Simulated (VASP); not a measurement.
# TiO2 (Rutile): relaxation of cell and atoms with LDA

TiO2 (Rutile):

```xyz
6
Lattice="4.5515 0.0000 0.0000 0.0000 4.5515 0.0000 0.0000 0.0000 2.9215" Properties=species:S:1:pos:R:3 pbc="T T T"
Ti    4.5515    4.5515    2.9215
Ti    2.2758    2.2758    1.4607
O     1.3829    1.3829    2.9215
O     0.8929    3.6586    1.4607
O     3.1687    3.1687    0.0000
O     3.6586    0.8929    1.4607
```

```
Program                : VASP 6.6.1
Task                   : relaxation of cell and atoms
Functional             : LDA
Potentials or basis    : VASP PAW LDA potentials, release 64 (Ti_sv, O)
Cutoff                 : 600 eV
k mesh                 : 6 × 6 × 10
Occupations            : gaussian, width 0.03 eV
Spin                   : no spin polarisation
Further INCAR settings : ALGO = Normal; EDIFF = 1e-07; IBRION = 2; EDIFFG = -0.005; NSW = 90; ISIF = 3
```

* Relaxed volume: 10.09 Å³/atom
* Relaxed cell: a = 4.552 Å, b = 4.552 Å, c = 2.922 Å, α = 90.00°, β = 90.00°, γ = 90.00°
* Space group after relaxing (to 0.05 Å): P4_2/mnm (No. 136)
* Energy gained by relaxing: 0.0 meV/atom
* Ionic steps: 3
* Pressure after relaxing: 0.0 GPa
* Band gap on the k mesh: 1.81 eV, direct

Forces in eV/Å, atoms in the order of the input:
```
Ti   0.000  0.000  0.000
Ti   0.000  0.000  0.000
O    0.002  0.002  0.000
O   -0.002  0.002  0.000
O   -0.002 -0.002  0.000
O    0.002 -0.002  0.000
```

Final structure:
```cif
data_structure
_symmetry_space_group_name_H-M 'P 1'
_symmetry_Int_Tables_number 1
_cell_length_a 4.5523
_cell_length_b 4.5523
_cell_length_c 2.9220
_cell_angle_alpha 90.000
_cell_angle_beta 90.000
_cell_angle_gamma 90.000
_cell_volume 60.55
loop_
_atom_site_label
_atom_site_type_symbol
_atom_site_fract_x
_atom_site_fract_y
_atom_site_fract_z
_atom_site_occupancy
Ti1 Ti 0.00000 0.00000 0.00000 1
Ti2 Ti 0.50000 0.50000 0.50000 1
O1 O 0.30383 0.30383 0.00000 1
O2 O 0.19617 0.80383 0.50000 1
O3 O 0.69617 0.69617 0.00000 1
O4 O 0.80383 0.19617 0.50000 1
```

Levels at points of the mesh, in eV from the valence-band top:
| k point | band 22 | band 23 | band 24 | band 25 | band 26 | band 27 |
| --- | --- | --- | --- | --- | --- | --- |
| (0.00, 0.00, 0.00) | -0.48 | -0.48 | 0.00 | 1.81 | 2.10 | 2.40 |
| (0.50, 0.00, 0.00) | -1.70 | -0.79 | -0.79 | 2.53 | 2.53 | 3.09 |
| (0.50, 0.50, 0.00) | -1.32 | -1.11 | -1.11 | 1.85 | 1.85 | 2.54 |
| (0.00, 0.00, 0.50) | -2.57 | -1.47 | -1.47 | 3.04 | 3.04 | 3.26 |
| (0.50, 0.00, 0.50) | -2.15 | -1.10 | -1.10 | 1.86 | 1.86 | 3.29 |
| (0.50, 0.50, 0.50) | -1.39 | -0.68 | -0.68 | 2.61 | 2.61 | 3.23 |

It took 64 s on 2 MPI ranks on AMD EPYC 9R45 96-Core Processor (Zen 5), on a shared host, peak memory 0.2 GiB a rank.

A k mesh can miss the band edges. Expect the measured gap to be larger: semilocal functionals such as LDA lack the derivative discontinuity.
